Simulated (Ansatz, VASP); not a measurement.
## Co: VASP beside Ansatz

Contents of POSCAR:

```
Co
1.0
    1.8880756888     -3.1999381528      0.0000000000
    1.8880756888      3.1999381528      0.0000000000
    0.0000000000      0.0000000000      3.7811743028
Co
4
Direct
    0.1525000000      0.8475000000      0.0785000000
    0.6525000000      0.3475000000      0.4215000000
    0.8475000000      0.1525000000      0.9215000000
    0.3475000000      0.6525000000      0.5785000000
```

Contents of INCAR.step1:

```
SYSTEM = Co
ALGO = Normal
EDIFF = 1E-4
ENCUT = 520
GGA = PE
ISMEAR = 0
ISPIN = 2
LASPH = .TRUE.
LCHARG = .FALSE.
LMAXMIX = 4
LREAL = .FALSE.
LWAVE = .TRUE.
MAGMOM = 3 3 3 3
NBANDS = 30
NELM = 150
PREC = Accurate
SIGMA = 0.1
```

INCAR.step2

```
SYSTEM = Co
ALGO = Normal
EDIFF = 1E-6
ENCUT = 520
ISIF = 2
ISMEAR = 0
ISPIN = 2
ISTART = 1
LASPH = .TRUE.
LCHARG = .FALSE.
LMAXMIX = 4
LMIXTAU = .TRUE.
LORBIT = 11
LREAL = .FALSE.
LWAVE = .FALSE.
MAGMOM = 3 3 3 3
METAGGA = R2SCAN
NBANDS = 30
NELM = 150
PREC = Accurate
SIGMA = 0.1
```

KPOINTS

```
k-points
0
G
  6 6 6
  0 0 0
```

Input for Ansatz:

```yaml
crystal:
  lattice:
    - [1.8880756888, -3.1999381528, 0.0]
    - [1.8880756888, 3.1999381528, 0.0]
    - [0.0, 0.0, 3.7811743028]
  atoms:
    - { symbol: Co, position: [0.1525, 0.8475, 0.0785], spin: 3.0 }
    - { symbol: Co, position: [0.6525, 0.3475, 0.4215], spin: 3.0 }
    - { symbol: Co, position: [0.8475, 0.1525, 0.9215], spin: 3.0 }
    - { symbol: Co, position: [0.3475, 0.6525, 0.5785], spin: 3.0 }
basis:
  ecutwfc: 500
kpoints:
  mp_grid: { grid: [6, 6, 6] }
hamiltonian:
  xc: r2scan
scf:
  occupations: { method: gaussian, width: 0.1 }
  lower_state_search: "off"
output:
  forces: true
  stress: true
  eigenvalues: true
  populations: true
magnetization:
  spin_polarized: true
```

Alike in both runs: task single point; functional r2SCAN; k mesh 6 × 6 × 6; occupations gaussian, width 0.1 eV; collinear spin.

```csv
,VASP,Ansatz
version,VASP 6.6.1,Ansatz 0.2.0
potentials or method,"VASP PAW PBE potentials, release 64 (Co)","scalar-relativistic, plane waves, PAW"
plane-wave cutoff (eV),520,500
valence electrons in the cell,36,68
```

```csv
,VASP,Ansatz,Ansatz less VASP
gap on the k mesh at the Fermi level (eV),none,none,-
pressure (GPa),26.3,27.1,+0.86
largest component of the traceless stress (GPa),14.74,15.47,+0.735
rms of the force components (eV/Å),0.517,0.553,+0.0360
net moment per atom (μB),1.82,1.83,+0.013
size of the moment on the site where the two differ most (μB),1.82,1.87,+0.056
```

Site moments also hang on the region over which each program counts them. Atom by atom the forces differ by 0.038 eV/Å (rms over components). A gap of «none» marks a metal or a gap that the smearing closes. The two sets of potentials don't hold the same shells in valence. Ansatz warned: «stability_check_not_made».

Caveats: so large a pressure means that the cell lies far from this level's equilibrium, or that cutoff or potentials fall short (VASP); the potentials were made for another functional, which shifts forces and pressure (VASP).
